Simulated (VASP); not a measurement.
# AlNi₃: intraband terms of a metal's spectrum

AlNi₃, Pm-3m (no. 221), 4 atoms in the cell. PBE, independent-particle dielectric function; PAW potentials Ni, Al (PBE set).

## Input

INCAR.step1:
```
SYSTEM = AlNi3
PREC = Accurate ; ENCUT = 320
ISMEAR = 1 ; SIGMA = 0.1
EDIFF = 1E-7 ; LASPH = .TRUE.
KPAR = 4 ; LWAVE = .FALSE.
LCHARG = .TRUE. ; ISPIN = 2
MAGMOM = 1 1 1 0 ; LMAXMIX = 4
```

INCAR.step2:
```
SYSTEM = AlNi3
PREC = Accurate ; ENCUT = 320
ISMEAR = 0 ; SIGMA = 0.3
EDIFF = 1E-6 ; LASPH = .TRUE.
KPAR = 4 ; LWAVE = .TRUE.
LCHARG = .FALSE. ; ISPIN = 2
MAGMOM = 1 1 1 0 ; LMAXMIX = 4
ICHARG = 11 ; NBANDS = 42
NEDOS = 3000 ; OMEGAMAX = 30
CSHIFT = 0.1
```

INCAR.step3, as INCAR.step2 but for:
```
- LWAVE = .TRUE.
+ LWAVE = .FALSE.
+ LOPTICS = .TRUE.
+ ALGO = None
+ NELM = 1
+ ISTART = 1
```

INCAR.step4, as INCAR.step3 but for:
```
+ WPLASMAI = 0.03
```

INCAR.step5 to INCAR.step6 change the same tag again: WPLASMAI = 0.1, 0.3.

INCAR.step7, as INCAR.step6 but for:
```
- WPLASMAI = 0.3
+ RTIME = 20
```

INCAR.step8, as INCAR.step7 but for:
```
- RTIME = 20
+ RTIME = 40
```

INCAR.step9, as INCAR.step8 but for:
```
- RTIME = 40
+ LNABLA = .TRUE.
```

INCAR.step10, as INCAR.step9 but for:
```
- ISMEAR = 0
- LNABLA = .TRUE.
+ ISMEAR = -5
```

KPOINTS.step1:
```
k-points
0
Gamma
  8 8 8
```

KPOINTS.step2:
```
k-points
0
Gamma
  9 9 9
```

POSCAR:
```
AlNi3
1.0
    3.5230547267      0.0000000000      0.0000000000
    0.0000000000      3.5230547267      0.0000000000
    0.0000000000      0.0000000000      3.5230547267
Ni Al
3 1
Direct
    0.5000000000      0.5000000000      0.0000000000
    0.5000000000      0.0000000000      0.5000000000
    0.0000000000      0.5000000000      0.5000000000
    0.0000000000      0.0000000000      0.0000000000
```

Commands (each step's output is kept before the next begins):
```
cat potpaw_PBE.64/Ni/POTCAR potpaw_PBE.64/Al/POTCAR > POTCAR
cp INCAR.step1 INCAR
cp KPOINTS.step1 KPOINTS
mpirun -np 4 vasp_std > vasp.out
cp INCAR.step2 INCAR
cp KPOINTS.step2 KPOINTS
mpirun -np 4 vasp_std > vasp.out
cp INCAR.step3 INCAR
mpirun -np 4 vasp_std > vasp.out
cp INCAR.step4 INCAR
mpirun -np 4 vasp_std > vasp.out
cp INCAR.step5 INCAR
mpirun -np 4 vasp_std > vasp.out
cp INCAR.step6 INCAR
mpirun -np 4 vasp_std > vasp.out
cp INCAR.step7 INCAR
mpirun -np 4 vasp_std > vasp.out
cp INCAR.step8 INCAR
mpirun -np 4 vasp_std > vasp.out
cp INCAR.step9 INCAR
mpirun -np 4 vasp_std > vasp.out
cp INCAR.step10 INCAR
mpirun -np 4 vasp_std > vasp.out
```

## Result

- Bands: 42

One ground state, settings moved in the last step alone:

| Settings | Plasma frequency (eV) | Im ε at 0.5 eV | Im ε at 1 eV | Im ε at 2 eV | Im ε at 4 eV | Time (s) |
|---|---|---|---|---|---|---|
| interband part alone | 4.21 | 38.7 | 45.5 | 25.6 | 6.9 | 20 |
| Drude term, WPLASMAI 0.03 | 4.21 | 42.9 | 46.0 | 25.6 | 6.9 | 22 |
| Drude term, WPLASMAI 0.1 | 4.21 | 52.3 | 47.3 | 25.8 | 6.9 | 22 |
| Drude term, WPLASMAI 0.3 | 4.21 | 70.0 | 50.4 | 26.2 | 7.0 | 19 |
| relaxation time RTIME 20 fs | 4.21 | 43.3 | 46.1 | 25.6 | 6.9 | 19 |
| relaxation time RTIME 40 fs | 4.21 | 41.0 | 45.8 | 25.6 | 6.9 | 21 |
| transversal form (LNABLA) | 3.07 | 17.2 | 25.4 | 15.4 | 5.9 | 20 |
| tetrahedron method | – | – | – | – | – | no result |

VASP 6.6.1 took 226 s on 4 cores (AMD EPYC 7571), a shared host.
